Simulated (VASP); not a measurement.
# Zn (Fm-3m) in VASP: a series of runs, part 2 of 2

VASP 6.6.1. Earlier steps stand in the parts before.

### 3 Band structure, SCAN

INCAR reads:

```
  ALGO = Normal
  EDIFF = 1E-6
  ENCUT = 520
  ISIF = 2
  ISMEAR = -1
  LASPH = True
  LCHARG = False
  LMIXTAU = True
  LREAL = False
  LWAVE = False
  METAGGA = SCAN
  NELM = 100
  PREC = Accurate
  SIGMA = 0.05
```

KPOINTS reads:

```
k-points
0
Gamma
  12 12 12
```

POSCAR reads:

```
Zn
1.0
    0.0000000000      1.9647760000      1.9647760000
    1.9647760000      0.0000000000      1.9647760000
    1.9647760000      1.9647760000      0.0000000000
Zn
1
Direct
    0.0000000000      0.0000000000      0.0000000000
```

KPOINTS_OPT reads:

```
path GXWKGLUWLK,UX
15
line-mode
reciprocal
 0.0000000000  0.0000000000  0.0000000000  G
 0.5000000000  0.0000000000  0.5000000000  X

 0.5000000000  0.0000000000  0.5000000000  X
 0.5000000000  0.2500000000  0.7500000000  W

 0.5000000000  0.2500000000  0.7500000000  W
 0.3750000000  0.3750000000  0.7500000000  K

 0.3750000000  0.3750000000  0.7500000000  K
 0.0000000000  0.0000000000  0.0000000000  G

 0.0000000000  0.0000000000  0.0000000000  G
 0.5000000000  0.5000000000  0.5000000000  L

 0.5000000000  0.5000000000  0.5000000000  L
 0.6250000000  0.2500000000  0.6250000000  U

 0.6250000000  0.2500000000  0.6250000000  U
 0.5000000000  0.2500000000  0.7500000000  W

 0.5000000000  0.2500000000  0.7500000000  W
 0.5000000000  0.5000000000  0.5000000000  L

 0.5000000000  0.5000000000  0.5000000000  L
 0.3750000000  0.3750000000  0.7500000000  K

 0.6250000000  0.2500000000  0.6250000000  U
 0.5000000000  0.0000000000  0.5000000000  X
```

Potentials or basis: VASP PAW PBE potentials, release 64 (Zn).

The run is started by

```console
$ cat potpaw_PBE.64/Zn/POTCAR > POTCAR
$ mpirun -np 1 vasp_std > vasp.out
```

OUTCAR:

```text
EDIFF = 1E-6
   ENCUT = 520
   ISIF = 2
   ISMEAR = -1
   LASPH = True
   LREAL = False
   METAGGA = SCAN
   NELM = 100
   PREC = Accurate

 ion  position               nearest neighbor table
   1  0.000  0.000  0.000-

  LATTYP: Found a face centered cubic cell.
 ALAT       =     3.9295520000

  Lattice vectors:

 A1 = (   0.0000000000,   1.9647760000,   1.9647760000)
 A2 = (   1.9647760000,   0.0000000000,   1.9647760000)
 A3 = (   1.9647760000,   1.9647760000,   0.0000000000)

Analysis of symmetry for initial positions (statically):
=====================================================================
 Subroutine PRICEL returns:
 Original cell was already a primitive cell.

 Routine SETGRP: Setting up the symmetry group for a
 face centered cubic supercell.

 Subroutine GETGRP returns: Found 48 space group operations
 (whereof 48 operations were pure point group operations)
 out of a pool of 48 trial point group operations.

The static configuration has the point symmetry O_h .

[... 162 lines left out ...]
 cond. band min:       2.8256017632   @ k =  -0.4167   0.0833   0.0000
 fundamental gap:      0.0958602125
 Fermi energy:         2.7417622075

 k-point     1 :       0.0000    0.0000    0.0000
  band No.  band energies     occupation
      1      -8.0965      2.00000
      2      -5.0568      2.00000
      3      -5.0568      2.00000
      4      -5.0568      2.00000
      5      -4.6714      2.00000
      6      -4.6714      2.00000
      7      22.2871      0.00000
      8      22.2876      0.00000
      9      22.2876      0.00000
     10      22.5968      0.00000
[... 287 lines left out ...]
 k-point    24 :      -0.4167    0.1667    0.0000
  band No.  band energies     occupation
      1      -5.6156      2.00000
      2      -5.1534      2.00000
      3      -4.9184      2.00000
      4      -4.7166      2.00000
      5      -4.4229      2.00000
      6       0.3696      2.00000
      7       2.4493      1.99425
      8      12.7387      0.00000
      9      16.6661      0.00000
     10      19.0289      0.00000

 [... further k-points ...]

------------------------ aborting loop because EDIFF is reached ----------------------------------------

  FORCE on cell =-STRESS in cart. coord.  units (eV):
  Direction    XX          YY          ZZ          XY          YZ          ZX
  --------------------------------------------------------------------------------------
  -------------------------------------------------------------------------------------
  Total       -0.6277649     -0.6277649     -0.6277649      0.0000000      0.0000000     -0.0000000
  in kB      -66.3038057    -66.3038057    -66.3038057      0.0000000      0.0000000     -0.0000000
  external PRESSURE =     -66.3038057 kB  Pullay stress =       0.0000000 kB

 VOLUME and BASIS-vectors are now :
 -----------------------------------------------------------------------------
  energy-cutoff  :      520.00
  volume of cell :       15.17
      direct lattice vectors                 reciprocal lattice vectors
     0.000000000  1.964776000  1.964776000    -0.254481936  0.254481936  0.254481936
     1.964776000  0.000000000  1.964776000     0.254481936 -0.254481936  0.254481936
     1.964776000  1.964776000  0.000000000     0.254481936  0.254481936 -0.254481936

 POSITION                                       TOTAL-FORCE (eV/Angst)
 -----------------------------------------------------------------------------------
      0.00000      0.00000      0.00000         0.000000      0.000000      0.000000
 -----------------------------------------------------------------------------------
    total drift:                               -0.000000      0.000000     -0.000000

  FREE ENERGIE OF THE ION-ELECTRON SYSTEM (eV)
  ---------------------------------------------------
  free  energy   TOTEN  =       -13.4089256750 eV

  energy  without entropy=      -13.4062213470  energy(sigma->0) =      -13.40757351
```

OSZICAR:

```text
N       E                     dE             d eps       ncg     rms          rms(c)
DAV:   1     0.221811922807E+02    0.22181E+02   -0.70773E+03  1440   0.197E+03
DAV:   2    -0.140363129638E+02   -0.36218E+02   -0.34994E+02  1498   0.214E+02
DAV:   3    -0.148251185687E+02   -0.78881E+00   -0.78733E+00  1684   0.355E+01
[... 28 lines left out ...]
DAV:   4    -0.326181994602E+04   -0.17031E+00     1528
DAV:   5    -0.326182017069E+04   -0.22467E-03     1550
DAV:   6    -0.326182017115E+04   -0.45891E-06     1076
       N       E                     dE             ncg
DAV:   1     0.410594547513E+05   -0.38885E+04      120
DAV:   2     0.408598467040E+05   -0.19961E+03      120
DAV:   3     0.408568180055E+05   -0.30287E+01      134
DAV:   4     0.408568103223E+05   -0.76832E-02      120
DAV:   5     0.408568103127E+05   -0.96137E-05      128
DAV:   6     0.408568103126E+05   -0.20125E-07       92
```

It took 74 s on 1 thread of Intel Xeon Platinum 8259CL at 2.50GHz (Skylake/Cascade Lake), shared host; peak memory 0.15 GiB.

Results:

| Item | Value |
| --- | --- |
| Free energy | -13.4089 eV |
| Pressure | -6.6 GPa |
| Band gap along the path | none (metal or under the smearing width) |

Levels at the corners of the path, in eV from the Fermi level:
| point | band 3 | band 4 | band 5 | band 6 | band 7 | band 8 | band 9 | band 10 |
| --- | --- | --- | --- | --- | --- | --- | --- | --- |
| Γ | -7.80 | -7.80 | -7.41 | -7.41 | 19.55 | 19.55 | 19.55 | 19.85 |
| X | -7.14 | -7.04 | -7.04 | -1.13 | 2.06 | 9.04 | 9.04 | 12.37 |
| X | -7.14 | -7.04 | -7.04 | -1.13 | 2.06 | 9.04 | 9.04 | 12.37 |
| W | -7.92 | -7.39 | -7.04 | 2.31 | 2.31 | 3.65 | 4.33 | 23.08 |
| W | -7.92 | -7.39 | -7.04 | 2.31 | 2.31 | 3.65 | 4.33 | 23.08 |
| K | -7.51 | -7.32 | -7.14 | 0.73 | 1.76 | 3.00 | 10.64 | 14.16 |
| K | -7.51 | -7.32 | -7.14 | 0.73 | 1.76 | 3.00 | 10.64 | 14.16 |
| Γ | -7.80 | -7.80 | -7.41 | -7.41 | 19.55 | 19.55 | 19.55 | 19.85 |
| Γ | -7.80 | -7.80 | -7.41 | -7.41 | 19.55 | 19.55 | 19.55 | 19.85 |
| L | -7.81 | -7.12 | -7.12 | -3.06 | -1.29 | 16.30 | 16.30 | 18.56 |
| L | -7.81 | -7.12 | -7.12 | -3.06 | -1.29 | 16.30 | 16.30 | 18.56 |
| U | -7.51 | -7.32 | -7.14 | 0.73 | 1.76 | 3.00 | 10.64 | 14.16 |
| U | -7.51 | -7.32 | -7.14 | 0.73 | 1.76 | 3.00 | 10.64 | 14.16 |
| W | -7.92 | -7.39 | -7.04 | 2.31 | 2.31 | 3.65 | 4.33 | 23.08 |
| W | -7.92 | -7.39 | -7.04 | 2.31 | 2.31 | 3.65 | 4.33 | 23.08 |
| L | -7.81 | -7.12 | -7.12 | -3.06 | -1.29 | 16.30 | 16.30 | 18.56 |
| L | -7.81 | -7.12 | -7.12 | -3.06 | -1.29 | 16.30 | 16.30 | 18.56 |
| K | -7.51 | -7.32 | -7.14 | 0.73 | 1.76 | 3.00 | 10.64 | 14.16 |
| U | -7.51 | -7.32 | -7.14 | 0.73 | 1.76 | 3.00 | 10.64 | 14.16 |
| X | -7.14 | -7.04 | -7.04 | -1.13 | 2.06 | 9.04 | 9.04 | 12.37 |

Caveat: the PAW data sets were made with another functional, which shifts forces and pressure a little.

### 4 Band structure, TPSS

INCAR, as its differences from that of step 3:

```diff
@@ -10,3 +10,3 @@
   LWAVE = False
-  METAGGA = SCAN
+  METAGGA = TPSS
   NELM = 100
```

KPOINTS is that of step 3.

POSCAR is that of step 3.

KPOINTS_OPT is that of step 3.

The run is started by

```console
$ cat potpaw_PBE.64/Zn/POTCAR > POTCAR
$ mpirun -np 1 vasp_std > vasp.out
```

It took 84 s on 1 thread of Intel Xeon Platinum 8259CL at 2.50GHz (Skylake/Cascade Lake), shared host; peak memory 0.15 GiB.

The run converged. Its results:

| Item | Value |
| --- | --- |
| Free energy | -9.1021 eV |
| Pressure | -4.7 GPa |
| Band gap along the path | none (metal or under the smearing width) |

Levels at the corners of the path, in eV from the Fermi level:
| point | band 4 | band 5 | band 6 | band 7 | band 8 | band 9 |
| --- | --- | --- | --- | --- | --- | --- |
| Γ | -7.75 | -7.38 | -7.38 | 18.38 | 18.38 | 18.38 |
| X | -7.03 | -7.03 | -0.91 | 1.76 | 8.52 | 8.52 |
| X | -7.03 | -7.03 | -0.91 | 1.76 | 8.52 | 8.52 |
| W | -7.36 | -7.03 | 2.32 | 2.32 | 3.21 | 4.01 |
| W | -7.36 | -7.03 | 2.32 | 2.32 | 3.21 | 4.01 |
| K | -7.29 | -7.12 | 0.83 | 1.63 | 2.68 | 10.05 |
| K | -7.29 | -7.12 | 0.83 | 1.63 | 2.68 | 10.05 |
| Γ | -7.75 | -7.38 | -7.38 | 18.38 | 18.38 | 18.38 |
| Γ | -7.75 | -7.38 | -7.38 | 18.38 | 18.38 | 18.38 |
| L | -7.10 | -7.10 | -2.86 | -1.34 | 15.41 | 15.41 |
| L | -7.10 | -7.10 | -2.86 | -1.34 | 15.41 | 15.41 |
| U | -7.29 | -7.12 | 0.83 | 1.63 | 2.68 | 10.05 |
| U | -7.29 | -7.12 | 0.83 | 1.63 | 2.68 | 10.05 |
| W | -7.36 | -7.03 | 2.32 | 2.32 | 3.21 | 4.01 |
| W | -7.36 | -7.03 | 2.32 | 2.32 | 3.21 | 4.01 |
| L | -7.10 | -7.10 | -2.86 | -1.34 | 15.41 | 15.41 |
| L | -7.10 | -7.10 | -2.86 | -1.34 | 15.41 | 15.41 |
| K | -7.29 | -7.12 | 0.83 | 1.63 | 2.68 | 10.05 |
| U | -7.29 | -7.12 | 0.83 | 1.63 | 2.68 | 10.05 |
| X | -7.03 | -7.03 | -0.91 | 1.76 | 8.52 | 8.52 |

Caveat: the PAW data sets were made with another functional, which shifts forces and pressure a little.

### 5 Band structure, TB-mBJ

POSCAR is that of step 4.

INCAR.step1 reads:

```
  ALGO = Normal
  EDIFF = 1E-5
  ENCUT = 520
  GGA = PE
  ISIF = 2
  ISMEAR = -1
  LASPH = True
  LCHARG = False
  LREAL = False
  LWAVE = True
  NELM = 100
  PREC = Accurate
  SIGMA = 0.05
```

INCAR.step2 reads:

```
  ALGO = Normal
  EDIFF = 1E-6
  ENCUT = 520
  ISIF = 2
  ISMEAR = -1
  ISTART = 1
  LASPH = True
  LCHARG = False
  LREAL = False
  LWAVE = False
  METAGGA = MBJ
  NELM = 100
  PREC = Accurate
  SIGMA = 0.05
```

KPOINTS is that of step 4.

KPOINTS_OPT is that of step 4.

Potentials or basis: VASP PAW PBE potentials, release 64 (Zn).

The run is started by

```console
$ cat potpaw_PBE.64/Zn/POTCAR > POTCAR
$ cp INCAR.step1 INCAR
$ mpirun -np 1 vasp_std > vasp.out
$ cp INCAR.step2 INCAR
$ mpirun -np 1 vasp_std > vasp.out
```

OUTCAR:

```text
EDIFF = 1E-6
   ENCUT = 520
   ISIF = 2
   ISMEAR = -1
   ISTART = 1
   LASPH = True
   LREAL = False
   METAGGA = MBJ
   NELM = 100
   PREC = Accurate

 ion  position               nearest neighbor table
   1  0.000  0.000  0.000-

  LATTYP: Found a face centered cubic cell.
 ALAT       =     3.9295520000

  Lattice vectors:

 A1 = (   0.0000000000,   1.9647760000,   1.9647760000)
 A2 = (   1.9647760000,   0.0000000000,   1.9647760000)
[... 492 lines left out ...]
     10      18.8901      0.00000

 [... further k-points ...]

------------------------ aborting loop because EDIFF is reached ----------------------------------------

  FORCE on cell =-STRESS in cart. coord.  units (eV):
  Direction    XX          YY          ZZ          XY          YZ          ZX
  --------------------------------------------------------------------------------------
  -------------------------------------------------------------------------------------
  Total      -81.4186430    -81.4186430    -81.4186430     -0.0000000     -0.0000000      0.0000000
  in kB    -8599.3438073  -8599.3438073  -8599.3438073     -0.0000000     -0.0000000      0.0000000
  external PRESSURE =   -8599.3438073 kB  Pullay stress =       0.0000000 kB

 VOLUME and BASIS-vectors are now :
 -----------------------------------------------------------------------------
  energy-cutoff  :      520.00
  volume of cell :       15.17
      direct lattice vectors                 reciprocal lattice vectors
     0.000000000  1.964776000  1.964776000    -0.254481936  0.254481936  0.254481936
     1.964776000  0.000000000  1.964776000     0.254481936 -0.254481936  0.254481936
     1.964776000  1.964776000  0.000000000     0.254481936  0.254481936 -0.254481936

 POSITION                                       TOTAL-FORCE (eV/Angst)
 -----------------------------------------------------------------------------------
      0.00000      0.00000      0.00000         0.000000     -0.000000     -0.000000
 -----------------------------------------------------------------------------------
    total drift:                                0.000000      0.000000     -0.000000

  FREE ENERGIE OF THE ION-ELECTRON SYSTEM (eV)
  ---------------------------------------------------
  free  energy   TOTEN  =        99.9144019308 eV

  energy  without entropy=       99.9177866386  energy(sigma->0) =       99.91609428
```

Run time: 36 s. Hardware: 1 thread of Intel Xeon Platinum 8259CL at 2.50GHz (Skylake/Cascade Lake), shared host; peak memory 0.15 GiB.

Results:

```
Band gap along the path : none (metal or under the smearing width)
```

Levels at the corners of the path, in eV from the Fermi level:
| point | band 2 | band 3 | band 4 | band 5 | band 6 | band 7 | band 8 | band 9 | band 10 |
| --- | --- | --- | --- | --- | --- | --- | --- | --- | --- |
| Γ | -8.16 | -8.16 | -8.16 | -7.80 | -7.80 | 18.35 | 18.64 | 18.64 | 18.64 |
| X | -8.73 | -7.55 | -7.48 | -7.48 | -0.91 | 1.85 | 8.66 | 8.66 | 11.76 |
| X | -8.73 | -7.55 | -7.48 | -7.48 | -0.91 | 1.85 | 8.66 | 8.66 | 11.76 |
| W | -8.24 | -8.24 | -7.78 | -7.47 | 2.28 | 2.28 | 3.50 | 3.92 | 21.85 |
| W | -8.24 | -8.24 | -7.78 | -7.47 | 2.28 | 2.28 | 3.50 | 3.92 | 21.85 |
| K | -8.43 | -7.87 | -7.72 | -7.56 | 0.79 | 1.68 | 2.75 | 10.18 | 13.31 |
| K | -8.43 | -7.87 | -7.72 | -7.56 | 0.79 | 1.68 | 2.75 | 10.18 | 13.31 |
| Γ | -8.16 | -8.16 | -8.16 | -7.80 | -7.80 | 18.35 | 18.64 | 18.64 | 18.64 |
| Γ | -8.16 | -8.16 | -8.16 | -7.80 | -7.80 | 18.35 | 18.64 | 18.64 | 18.64 |
| L | -8.16 | -8.16 | -7.54 | -7.54 | -2.87 | -1.29 | 15.66 | 15.66 | 17.00 |
| L | -8.16 | -8.16 | -7.54 | -7.54 | -2.87 | -1.29 | 15.66 | 15.66 | 17.00 |
| U | -8.43 | -7.87 | -7.72 | -7.56 | 0.79 | 1.68 | 2.75 | 10.18 | 13.31 |
| U | -8.43 | -7.87 | -7.72 | -7.56 | 0.79 | 1.68 | 2.75 | 10.18 | 13.31 |
| W | -8.24 | -8.24 | -7.78 | -7.47 | 2.28 | 2.28 | 3.50 | 3.92 | 21.86 |
| W | -8.24 | -8.24 | -7.78 | -7.47 | 2.28 | 2.28 | 3.50 | 3.92 | 21.89 |
| L | -8.16 | -8.16 | -7.54 | -7.54 | -2.87 | -1.29 | 15.66 | 15.66 | 17.00 |
| L | -8.16 | -8.16 | -7.54 | -7.54 | -2.87 | -1.29 | 15.66 | 15.66 | 17.00 |
| K | -8.43 | -7.87 | -7.72 | -7.56 | 0.79 | 1.68 | 2.75 | 10.18 | 13.31 |
| U | -8.43 | -7.87 | -7.72 | -7.56 | 0.79 | 1.68 | 2.75 | 10.18 | 13.31 |
| X | -8.73 | -7.55 | -7.48 | -7.48 | -0.91 | 1.85 | 8.66 | 8.66 | 11.76 |

Caveat: the PAW data sets were made with another functional, which shifts forces and pressure a little.

### 6 Band structure, LDA

INCAR reads:

```
SYSTEM = Zn
  PREC = Accurate
  ENCUT = 600
  EDIFF = 1E-6
  ISMEAR = -1
  SIGMA = 0.05
  LREAL = .False.
  LASPH = .True.
  NELM = 100
  ALGO = Fast
  ISIF = 2
  LWAVE = .False.
  LCHARG = .False.
  GGA = CA
  NELECT = 12.02
  ISYM = 1
```

KPOINTS reads:

```
Automatic mesh
0
Gamma
  12 12 12
  0 0 0
```

POSCAR is that of step 5.

KPOINTS_OPT, as its differences from that of step 5:

```diff
@@ -1,3 +1,3 @@
 path GXWKGLUWLK,UX
-15
+10
 line-mode
```

Potentials or basis: VASP PAW LDA potentials, release 64 (Zn).

The run is started by

```console
$ cat potpaw_LDA.64/Zn/POTCAR > POTCAR
$ mpirun -np 1 vasp_std > vasp.out
```

It took 13 s on 1 thread of Intel Xeon Platinum 8259CL at 2.50GHz (Skylake/Cascade Lake), shared host; peak memory 0.14 GiB.

The run converged, but some of its settings lie outside the range that counts as converged (typed here: ISYM = 1; ENCUT = 600; NELECT = 12.02), so its numbers aren't taken as properties of the crystal.

Results:

```yaml
Free_energy: -1.7402 eV
Band_gap_along_the_path: none (metal or under the smearing width)
```

Caveat: the cell is charged against a uniform background, so pressure and absolute levels hang on convention.

### 7 For comparison

An earlier run on the cell as given: functional PBE; potentials or basis VASP PAW PBE potentials, release 64 (Zn); cutoff 520 eV; k mesh 12 × 12 × 12; occupations fermi-dirac, width 0.05 eV; no spin polarisation.

* Pressure: 0.1 GPa
* Band gap on the k mesh: none (metal or under the smearing width)

### 8 Summary

| task | level | pressure (GPa) |
| --- | --- | --- |
| band structure | r2SCAN | -4.4 |
| band structure | SCAN | -6.6 |
| band structure | TPSS | -4.7 |
| band structure | TB-mBJ | - |
| single point | PBE | 0.1 |

Alike in all rows: potentials or basis VASP PAW PBE potentials, release 64 (Zn); no spin polarisation; cell as given; k mesh 12 × 12 × 12; cutoff (eV) 520; smearing fermi-dirac 0.05 eV.

The pressure there spans -6.6 GPa (SCAN) to 0.1 GPa (PBE); a positive pressure means that this level wants a larger cell, a negative one a smaller.

Caveats: the PAW data sets were made with another functional, which shifts forces and pressure a little (some runs).

Total energies depend on the potentials used, so only differences within one code and one set of settings carry meaning.
